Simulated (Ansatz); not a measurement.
## Pressure against volume in Be

The cell was found from a structure generator's guess, not taken from experiment.

Computed with Ansatz, DFT PBE, scalar-relativistic, plane waves, PAW. Plane waves to 420 eV, a 32×32×32 mesh through Γ for the 1-atom cell and 0.10 eV Gaussian smearing; no spin polarisation.

```
Be
1.0
     0.00000    1.57882    1.57882
     1.57882    0.00000    1.57882
     1.57882    1.57882    0.00000
Be
1
Cartesian
  1.5788 1.5788 1.5788
```

The cell was set to several volumes, with shape and atoms relaxed at each where symmetry leaves them free. Pressure is positive in compression, and energies count from the lowest row. No row has a gap on its mesh.

```
row  V (Å³/atom)  P (GPa)  ΔE (meV/atom)
  1        6.926    19.19           51.0
  2        7.163    13.33           27.2
  3        7.399        ?              ?
  4        7.635     3.81            2.7
  5        7.871     0.01            0.0
  6        8.107    -3.31            2.5
  7        8.343    -6.25            9.6
  8        8.658    -9.69           25.3
```

Question: Find B = −V·ΔP/ΔV from rows 4 and 6 and from rows 1 and 2, and from the two its slope B′ and its value B0 at zero pressure.

Answer: Rows 4 and 6 give −(7.635 + 8.107)/2 × (-3.31 − (3.81))/(8.107 − 7.635) = 118.7 GPa at a mean pressure of 0.25 GPa. Rows 1 and 2 give −(6.926 + 7.163)/2 × (13.33 − (19.19))/(7.163 − 6.926) = 174.2 GPa at a mean pressure of 16.26 GPa. So B′ = (174.2 − 118.7)/(16.26 − (0.25)) = 3.47 and B0 = 118.7 − 3.47 × (0.25) = 117.8 GPa. A third-order Birch–Murnaghan fit to all the energies gives B0 = 119.1 GPa and B′ = 3.7.

Question: Estimate the pressure and energy of row 3.

Answer: From row 5, V0 = 7.871 × (1 + (0.01)/117.8) = 7.872 Å³/atom. Murnaghan's form P = (B0/B′)·[(V0/V)^B′ − 1] gives (117.8/3.47) × [(7.872/7.399)^3.47 − 1] = 8.14 GPa; the computed pressure is 8.22 GPa, so the estimate is off by -0.08 GPa. The work of compression from row 4, with the mean of the two pressures, gives ΔE = 2.7 + (8.14 + 3.81)/2 × (7.635 − 7.399)/160.2 × 1000 = 11.5 meV/atom (1 eV/Å³ = 160.2 GPa); the computed value is 11.4 meV/atom.

All volumes keep the k mesh of the relaxed cell. A later test with randomly moved atoms came back to the same energy, though modes that don't fit the test's cell weren't probed.
